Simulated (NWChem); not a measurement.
## C4H8: a scaling law for CAM-B3LYP

C4H8: 12 atoms, total charge 0, spin state singlet. SMILES: `C=CCC`. The coordinates come from a PBE0-D4/def2-TZVP relaxation. This is one conformer, not always the lowest.

CAM-B3LYP, gradient, NWChem 7.3.0, on 1 thread of AMD EPYC 9R45 (Zen 5), shared host. N is the number of basis functions, t the processor time.

```
      basis    N  t (s)   ln N   ln t
       MINI   28    5.8  3.332  1.758
    LANL2DZ   52     17  3.951  2.833
DGauss-DZVP   72     34  4.277  3.526
  jorge-DZP  100      ?  4.605      ?
```

Question: Fit t = C·Nᵖ to the known rows and estimate the time in jorge-DZP.

Answer: 
1. Means of the 3 rows: ln N = 3.85333, ln t = 2.7057.
2. Σ(Δln N)² = 0.46082, Σ(Δln N·Δln t) = 0.85403, so the slope is 0.85403/0.46082 = 1.8533.
3. Intercept: 2.7057 − (1.8533) × 3.85333 = -4.4357. The largest residual of the fit is 0.054.
4. ln t = -4.4357 + 1.8533 × 4.605, so t ≈ 60 s.

The run took 66 s, so the estimate is too short by a factor of about 1.1. The fitted power is 1.9, with the electron count fixed.
